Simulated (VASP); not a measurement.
Runs of VASP 6.6.1 on Ta. The structure is hexagonal, space group P6_3/mmc (No. 194). The conventional cell has a = 2.867 Å, b = 2.867 Å, c = 5.093 Å, α = 90.00°, β = 90.00°, γ = 120.00°. Ta (site symmetry -6m2) is surrounded by 12 Ta at 2.87 to 3.04 Å. This isn't the form of Ta at room conditions, which is bcc.

| level | k mesh | cutoff (eV) | smearing | further INCAR settings | gap on the mesh (eV) | pressure (GPa) |
| --- | --- | --- | --- | --- | --- | --- |
| r2SCAN | 18 × 18 × 10 | 520 | gaussian 0.1 eV | ALGO = Normal; EDIFF = 1e-06 | none | 4.6 |
| PBEsol | 18 × 18 × 10 | 700 | gaussian 0.1 eV | ALGO = Fast; EDIFF = 1e-06 | none | 0.0 |
| PBEsol | 18 × 18 × 10 | 520 | gaussian 0.5 eV | ALGO = Fast; EDIFF = 1e-06 | none | (a) |
| PBEsol | 27 × 27 × 12 | 520 | gaussian 0.1 eV | ALGO = Fast; EDIFF = 1e-06 | none | 0.0 |
| PBEsol | 18 × 18 × 10 | 900 | gaussian 0.1 eV | ALGO = Fast; EDIFF = 1e-06 | none | 0.0 |

Alike in all rows: task single point; potentials or basis VASP PAW PBE potentials, release 64 (Ta_pv); no spin polarisation; cell as given.

Question: Fill in the values left out.

Answer: (a) 0.9.

Caveats: the PAW data sets were made with another functional, which shifts forces and pressure a little.

A k mesh can miss the band edges, and the runs leave out spin-orbit coupling on Ta.

A gap of «none» marks a metal or a gap under the smearing width.

Not every run made on this cell is shown here.
